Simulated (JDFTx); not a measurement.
# BN (F-43m) in JDFTx: settings compared

The runs below take BN through band structure, with LDA, PBEsol, r2SCAN.

Program: JDFTx 1.7.0 (patched build). These are calculated values, not measurements. Logs are shortened: lines on timing, memory, paths and dates and some standing lists are left out, and cuts for length are marked. The log counts tension as positive stress, the text compression.

**Experimental background.**

A printed reference work, monograph reports, for a bulk crystal of BN at 300 K: band gap 6.4 eV (indirect).

How close the calculation comes is told below.

### Step 1. Starting point

Symmetry: F-43m, No. 216, cubic system. Conventional cell: a = 3.626 Å, b = 3.626 Å, c = 3.626 Å, α = 90.00°, β = 90.00°, γ = 90.00°. Around N (site symmetry -43m) lie 4 B at 1.57 Å. B (site symmetry -43m) has 4 N at 1.57 Å as nearest neighbours.

The cell is a database's computed one.

### Step 2. Band structure, LDA

Input file bands.in:

```
lattice \
    0.0000000000     1.8130010000     1.8130010000 \
    1.8130010000     0.0000000000     1.8130010000 \
    1.8130010000     1.8130010000     0.0000000000
latt-scale 1.889726124626 1.889726124626 1.889726124626
coords-type Lattice
ion N      0.2500000000     0.2500000000     0.2500000000 1
ion B      0.0000000000     0.0000000000     0.0000000000 1

ion-species pseudo/N.upf
ion-species pseudo/B.upf
elec-cutoff 50 400
elec-ex-corr lda-PW
elec-smearing Fermi 0.0018374661
elec-n-bands 9
electronic-minimize nIterations 30 energyDiffThreshold 1e-06
davidson-band-ratio 1.3
forces-output-coords Cartesian
include path.kpoints
symmetries none
fix-electron-density run.$VAR

dump-name bands.$VAR
dump End Ecomponents EigStats BandEigs Kpoints Forces
```

Input file path.kpoints:

```
kpoint +0.0000000000 +0.0000000000 +0.0000000000 0.020000000000
kpoint +0.0714285714 +0.0000000000 +0.0714285714 0.020000000000
kpoint +0.1428571429 +0.0000000000 +0.1428571429 0.020000000000
kpoint +0.2142857143 +0.0000000000 +0.2142857143 0.020000000000
kpoint +0.2857142857 +0.0000000000 +0.2857142857 0.020000000000
kpoint +0.3571428571 +0.0000000000 +0.3571428571 0.020000000000
kpoint +0.4285714286 +0.0000000000 +0.4285714286 0.020000000000
kpoint +0.5000000000 +0.0000000000 +0.5000000000 0.020000000000
kpoint +0.5000000000 +0.0833333333 +0.5833333333 0.020000000000
kpoint +0.5000000000 +0.1666666667 +0.6666666667 0.020000000000
kpoint +0.5000000000 +0.2500000000 +0.7500000000 0.020000000000
kpoint +0.4375000000 +0.3125000000 +0.7500000000 0.020000000000
kpoint +0.3750000000 +0.3750000000 +0.7500000000 0.020000000000
kpoint +0.3281250000 +0.3281250000 +0.6562500000 0.020000000000
kpoint +0.2812500000 +0.2812500000 +0.5625000000 0.020000000000
kpoint +0.2343750000 +0.2343750000 +0.4687500000 0.020000000000
kpoint +0.1875000000 +0.1875000000 +0.3750000000 0.020000000000
kpoint +0.1406250000 +0.1406250000 +0.2812500000 0.020000000000
kpoint +0.0937500000 +0.0937500000 +0.1875000000 0.020000000000
kpoint +0.0468750000 +0.0468750000 +0.0937500000 0.020000000000
kpoint +0.0000000000 +0.0000000000 +0.0000000000 0.020000000000
kpoint +0.0833333333 +0.0833333333 +0.0833333333 0.020000000000
kpoint +0.1666666667 +0.1666666667 +0.1666666667 0.020000000000
kpoint +0.2500000000 +0.2500000000 +0.2500000000 0.020000000000
kpoint +0.3333333333 +0.3333333333 +0.3333333333 0.020000000000
kpoint +0.4166666667 +0.4166666667 +0.4166666667 0.020000000000
kpoint +0.5000000000 +0.5000000000 +0.5000000000 0.020000000000
kpoint +0.5250000000 +0.4500000000 +0.5250000000 0.020000000000
kpoint +0.5500000000 +0.4000000000 +0.5500000000 0.020000000000
kpoint +0.5750000000 +0.3500000000 +0.5750000000 0.020000000000
kpoint +0.6000000000 +0.3000000000 +0.6000000000 0.020000000000
kpoint +0.6250000000 +0.2500000000 +0.6250000000 0.020000000000
kpoint +0.5625000000 +0.2500000000 +0.6875000000 0.020000000000
kpoint +0.5000000000 +0.2500000000 +0.7500000000 0.020000000000
kpoint +0.5000000000 +0.2916666667 +0.7083333333 0.020000000000
kpoint +0.5000000000 +0.3333333333 +0.6666666667 0.020000000000
kpoint +0.5000000000 +0.3750000000 +0.6250000000 0.020000000000
kpoint +0.5000000000 +0.4166666667 +0.5833333333 0.020000000000
kpoint +0.5000000000 +0.4583333333 +0.5416666667 0.020000000000
kpoint +0.5000000000 +0.5000000000 +0.5000000000 0.020000000000
kpoint +0.4791666667 +0.4791666667 +0.5416666667 0.020000000000
kpoint +0.4583333333 +0.4583333333 +0.5833333333 0.020000000000
kpoint +0.4375000000 +0.4375000000 +0.6250000000 0.020000000000
kpoint +0.4166666667 +0.4166666667 +0.6666666667 0.020000000000
kpoint +0.3958333333 +0.3958333333 +0.7083333333 0.020000000000
kpoint +0.3750000000 +0.3750000000 +0.7500000000 0.020000000000
kpoint +0.6250000000 +0.2500000000 +0.6250000000 0.020000000000
kpoint +0.5833333333 +0.1666666667 +0.5833333333 0.020000000000
kpoint +0.5416666667 +0.0833333333 +0.5416666667 0.020000000000
kpoint +0.5000000000 +0.0000000000 +0.5000000000 0.020000000000
```

Potentials or basis: SG15-PBE-1.2 with smoothed tails.

On the command line:

```bash
$ jdftx -c 1 -i bands.in -o bands.out
```

The log of the run:

```text
*************** JDFTx 1.7.0 (patched build) ***************

Input parsed successfully to the following command list (including defaults):
[... the input with its defaults ...]

---------- Initializing the Grid ----------
R =
[            0      3.42608      3.42608  ]
[      3.42608            0      3.42608  ]
[      3.42608      3.42608            0  ]
unit cell volume = 80.4305
G =
[  -0.916965   0.916965   0.916965  ]
[   0.916965  -0.916965   0.916965  ]
[   0.916965   0.916965  -0.916965  ]
Minimum fftbox size, Smin = [  44  44  44  ]
Chosen fftbox size, S = [  48  48  48  ]

---------- Initializing tighter grid for wavefunction operations ----------
R =
[            0      3.42608      3.42608  ]
[      3.42608            0      3.42608  ]
[      3.42608      3.42608            0  ]
unit cell volume = 80.4305
G =
[  -0.916965   0.916965   0.916965  ]
[   0.916965  -0.916965   0.916965  ]
[   0.916965   0.916965  -0.916965  ]
Minimum fftbox size, Smin = [  32  32  32  ]
Chosen fftbox size, S = [  32  32  32  ]

---------- Exchange Correlation functional ----------
Initalized Slater LDA exchange.
Initalized Perdew-Wang LDA correlation.

---------- Setting up pseudopotentials ----------
Width of ionic core gaussian charges (only for fluid interactions / plotting) set to 0

Reading pseudopotential file 'pseudo/N.upf':
  'N' pseudopotential, 'PBE' functional
  WARNING: this pseudopotential is for another kind of functional than that of the calculation, 'lda-PW'.
  Generated using ONCVPSP code by D. R. Hamann
  5 valence electrons, 0 orbitals, 4 projectors, 602 radial grid points, with lMax = 1
  Core radius for overlap checks: 1.35 bohrs.

Reading pseudopotential file 'pseudo/B.upf':
  'B' pseudopotential, 'PBE' functional
  WARNING: this pseudopotential is for another kind of functional than that of the calculation, 'lda-PW'.
  Generated using ONCVPSP code by D. R. Hamann
  3 valence electrons, 0 orbitals, 4 projectors, 602 radial grid points, with lMax = 1
  Core radius for overlap checks: 1.60 bohrs.

Initialized 2 species with 2 total atoms.

Folded 50 k-points by 1x1x1 to 50 k-points.

---------- Setting up k-points, bands, fillings ----------
No reducable k-points.
Computing the number of bands and number of electrons
Calculating initial fillings.
nElectrons:   8.000000   nBands: 9   nStates: 50

----- Setting up reduced wavefunction bases (one per k-point) -----
average nbasis = 1361.080 , ideal nbasis = 1358.219

---------- Setting up ewald sum ----------
Optimum gaussian width for ewald sums = 1.556064 bohr.
Real space sum over 1331 unit cells with max indices [  5  5  5  ]
Reciprocal space sum over 2197 terms with max indices [  6  6  6  ]

---------- Allocating electronic variables ----------
Reading n from file 'run.n' ... done
Initializing wave functions:  (No orbitals for LCAO)  bandwidth-limited random numbers

----------- Band structure minimization -------------
Minimization will be done independently for each quantum number.

---- Minimization of quantum number:     0  [ +0.0000000 +0.0000000 +0.0000000 ]  0.040000000 ----
BandDavidson: Iter:   0  Eband: +0.328316884100154
BandDavidson: Iter:   1  Eband: +0.225929268427396  dEband: -1.023876e-01
BandDavidson: Iter:   2  Eband: +0.207743501871570  dEband: -1.818577e-02
BandDavidson: Iter:   3  Eband: +0.204902135401930  dEband: -2.841366e-03
[... 624 lines of inner loops ...]
BandDavidson: Iter:   8  Eband: +0.197706311409993  dEband: -1.449972e-06
BandDavidson: Iter:   9  Eband: +0.197706060181164  dEband: -2.512288e-07
BandDavidson: Converged (dEband<1.000000e-06)
	FillingsUpdate:  mu: +0.462543255  nElectrons: 8.000000

Dumping 'bands.eigStats' ...
	eMin: -0.339140 at state 20 ( [ +0.000000 +0.000000 +0.000000 ] spin 0 )
	HOMO: +0.404157 at state 0 ( [ +0.000000 +0.000000 +0.000000 ] spin 0 )
	mu  : +0.462543
	LUMO: +0.559705 at state 49 ( [ +0.500000 +0.000000 +0.500000 ] spin 0 )
	eMax: +1.291756 at state 0 ( [ +0.000000 +0.000000 +0.000000 ] spin 0 )
	HOMO-LUMO gap: +0.155548
	Optical gap  : +0.318806 at state 0 ( [ +0.000000 +0.000000 +0.000000 ] spin 0 )
Done!
[note: mu, HOMO and LUMO in a band run belong to the points of the path alone and aren't those of the crystal]
```

It took 5 s on 1 thread of Arm Neoverse V2, shared host; peak memory 0.09 GiB.

What came out:

```
Band gap along the path : 4.23 eV, indirect (least direct gap 8.68 eV)
```

Levels at the corners of the path, in eV from the valence-band top:
```
point  band 1  band 2  band 3  band 4  band 5  band 6  band 7
    Γ  -20.23    0.00    0.00    0.00    8.68    8.68    8.68
    X  -14.62   -8.96   -4.94   -4.94    4.23    9.01   17.67
    W  -14.30   -7.60   -7.04   -6.58    9.40   13.08   14.20
    K  -14.53   -8.16   -7.74   -4.10    6.69   12.66   15.62
    Γ  -20.23    0.00    0.00    0.00    8.68    8.68    8.68
    L  -15.99  -10.76   -1.95   -1.95    9.92   10.55   10.55
    U  -14.53   -8.16   -7.74   -4.10    6.69   12.66   15.62
    W  -14.30   -7.60   -7.04   -6.58    9.40   13.08   14.20
    L  -15.99  -10.76   -1.95   -1.95    9.92   10.55   10.55
    K  -14.53   -8.16   -7.74   -4.10    6.69   12.66   15.62
    U  -14.53   -8.16   -7.74   -4.10    6.69   12.66   15.62
    X  -14.62   -8.96   -4.94   -4.94    4.23    9.01   17.67
```

### Step 3. Band structure, PBEsol

bands.in: that of step 2 with these lines changed.

```diff
@@ -12,3 +12,3 @@
 elec-cutoff 50 400
-elec-ex-corr lda-PW
+elec-ex-corr gga-PBEsol
 elec-smearing Fermi 0.0018374661
```

path.kpoints is that of step 2.

Potentials or basis: SG15-PBE-1.2 with smoothed tails.

On the command line:

```bash
$ jdftx -c 1 -i bands.in -o bands.out
```

The log of the run:

```text
*************** JDFTx 1.7.0 (patched build) ***************

Input parsed successfully to the following command list (including defaults):

basis kpoint-dependent
coords-type Lattice
core-overlap-check vector
coulomb-interaction Periodic
davidson-band-ratio 1.3
dump End Forces BandEigs EigStats Ecomponents Kpoints
dump-name bands.$VAR
elec-cutoff 50 400
elec-eigen-algo Davidson
elec-ex-corr gga-PBEsol
elec-n-bands 9 1
elec-smearing Fermi 0.00183747
electronic-minimize  \
	dirUpdateScheme      FletcherReeves \
	linminMethod         DirUpdateRecommended \
	nIterations          30 \
	history              15 \
	knormThreshold       0 \
	maxThreshold         no \
	energyDiffThreshold  1e-06 \
	nEnergyDiff          2 \
	convergeAll          no \
	alphaTstart          1 \
	alphaTmin            1e-10 \
	updateTestStepSize   yes \
	alphaTreduceFactor   0.1 \
	alphaTincreaseFactor 3 \
	nAlphaAdjustMax      3 \
	wolfeEnergy          0.0001 \
	wolfeGradient        0.9 \
	abortOnFailedStep    no \
	fdTest               no
exchange-regularization WignerSeitzTruncated
fix-electron-density run.$VAR
fluid None
fluid-ex-corr lda-TF lda-PZ
fluid-gummel-loop 10 1.000000e-05
fluid-minimize  \
	dirUpdateScheme      PolakRibiere \
	linminMethod         DirUpdateRecommended \
	nIterations          100 \
	history              15 \
	knormThreshold       0 \
	maxThreshold         no \
	energyDiffThreshold  0 \
	nEnergyDiff          2 \
	convergeAll          no \
	alphaTstart          1 \
	alphaTmin            1e-10 \
	updateTestStepSize   yes \
[... 160 lines left out ...]
Chosen fftbox size, S = [  32  32  32  ]

---------- Exchange Correlation functional ----------
Initalized PBEsol GGA exchange.
Initalized PBEsol GGA correlation.

---------- Setting up pseudopotentials ----------
Width of ionic core gaussian charges (only for fluid interactions / plotting) set to 0

Reading pseudopotential file 'pseudo/N.upf':
  'N' pseudopotential, 'PBE' functional
  Generated using ONCVPSP code by D. R. Hamann
  5 valence electrons, 0 orbitals, 4 projectors, 602 radial grid points, with lMax = 1
  Core radius for overlap checks: 1.35 bohrs.

Reading pseudopotential file 'pseudo/B.upf':
  'B' pseudopotential, 'PBE' functional
  Generated using ONCVPSP code by D. R. Hamann
  3 valence electrons, 0 orbitals, 4 projectors, 602 radial grid points, with lMax = 1
  Core radius for overlap checks: 1.60 bohrs.

Initialized 2 species with 2 total atoms.

Folded 50 k-points by 1x1x1 to 50 k-points.

---------- Setting up k-points, bands, fillings ----------
No reducable k-points.
Computing the number of bands and number of electrons
Calculating initial fillings.
nElectrons:   8.000000   nBands: 9   nStates: 50

----- Setting up reduced wavefunction bases (one per k-point) -----
average nbasis = 1361.080 , ideal nbasis = 1358.219

---------- Setting up ewald sum ----------
Optimum gaussian width for ewald sums = 1.556064 bohr.
Real space sum over 1331 unit cells with max indices [  5  5  5  ]
Reciprocal space sum over 2197 terms with max indices [  6  6  6  ]

---------- Allocating electronic variables ----------
Reading n from file 'run.n' ... done
Initializing wave functions:  (No orbitals for LCAO)  bandwidth-limited random numbers

----------- Band structure minimization -------------
Minimization will be done independently for each quantum number.

---- Minimization of quantum number:     0  [ +0.0000000 +0.0000000 +0.0000000 ]  0.040000000 ----
BandDavidson: Iter:   0  Eband: +0.329738789334844
BandDavidson: Iter:   1  Eband: +0.226785793580218  dEband: -1.029530e-01
BandDavidson: Iter:   2  Eband: +0.208434577459287  dEband: -1.835122e-02
BandDavidson: Iter:   3  Eband: +0.205561322426821  dEband: -2.873255e-03
[... 625 lines of inner loops ...]
BandDavidson: Iter:   8  Eband: +0.198353937411606  dEband: -1.475523e-06
BandDavidson: Iter:   9  Eband: +0.198353681062720  dEband: -2.563489e-07
BandDavidson: Converged (dEband<1.000000e-06)
	FillingsUpdate:  mu: +0.463366697  nElectrons: 8.000000

Dumping 'bands.eigStats' ...
	eMin: -0.336924 at state 20 ( [ +0.000000 +0.000000 +0.000000 ] spin 0 )
	HOMO: +0.404980 at state 20 ( [ +0.000000 +0.000000 +0.000000 ] spin 0 )
	mu  : +0.463367
	LUMO: +0.562699 at state 7 ( [ +0.500000 +0.000000 +0.500000 ] spin 0 )
	eMax: +1.297051 at state 20 ( [ +0.000000 +0.000000 +0.000000 ] spin 0 )
	HOMO-LUMO gap: +0.157719
	Optical gap  : +0.319223 at state 20 ( [ +0.000000 +0.000000 +0.000000 ] spin 0 )
Done!
[note: mu, HOMO and LUMO in a band run belong to the points of the path alone and aren't those of the crystal]
```

Wall time 5 s (1 thread of Arm Neoverse V2, shared host); peak memory 0.1 GiB.

What came out:

```
Band gap along the path : 4.29 eV, indirect (least direct gap 8.69 eV)
```

Levels at the corners of the path, in eV from the valence-band top:
```csv
point,band 1,band 2,band 3,band 4,band 5,band 6,band 7
Γ,-20.19,0.00,0.00,0.00,8.69,8.69,8.69
X,-14.60,-8.93,-4.92,-4.92,4.29,9.08,17.66
W,-14.28,-7.59,-7.00,-6.55,9.44,13.10,14.28
K,-14.51,-8.14,-7.71,-4.09,6.75,12.70,15.61
Γ,-20.19,0.00,0.00,0.00,8.69,8.69,8.69
L,-15.96,-10.72,-1.95,-1.95,9.96,10.57,10.57
U,-14.51,-8.14,-7.71,-4.09,6.75,12.70,15.61
W,-14.28,-7.59,-7.00,-6.55,9.44,13.10,14.28
L,-15.96,-10.72,-1.95,-1.95,9.96,10.57,10.57
K,-14.51,-8.14,-7.71,-4.09,6.75,12.70,15.61
U,-14.51,-8.14,-7.71,-4.09,6.75,12.70,15.61
X,-14.60,-8.93,-4.92,-4.92,4.29,9.08,17.66
```

(Part 1 of 2 ends here.)
